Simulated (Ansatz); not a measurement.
Data:

```
CELL_PARAMETERS angstrom
      2.79139     1.61161     4.54498
     -2.79139     1.61161     4.54498
      0.00000    -3.22322     4.54498
ATOMIC_POSITIONS crystal
  La 0.25000 0.25000 0.25000
  La 0.75000 0.75000 0.75000
  Al 0.00000 0.00000 0.00000
  Al 0.50000 0.50000 0.50000
  O  0.79715 0.70285 0.25000
  O  0.25000 0.79715 0.70285
  O  0.70285 0.25000 0.79715
  O  0.20285 0.29715 0.75000
  O  0.75000 0.20285 0.29715
  O  0.29715 0.75000 0.20285
```

No spin polarisation.

Calculations: plane-wave PAW DFT at the r2SCAN level (Ansatz, a quantum-chemistry and plane-wave program, 500 eV), no spin-orbit coupling, earlier PAW set. k-mesh 8×8×8 (Γ-centred); smearing 0.05 eV (Fermi–Dirac).

Problem. What is the computed gap character?

Solution. Indirect, F → Γ.

Problem. What is the computed band gap?

Solution. 4.49 eV.

Problem. What is the computed smallest direct gap?

Solution. 4.59 eV.

Problem. Predict the space group.

Solution. R-3c (No. 167).

The cells carry an imposed strain or load. No phonon test of stability was made. The cell was made from LaAlO$_{3}$ (space group R-3c, No. 167) by this change: isotropic strain +4.02 %.
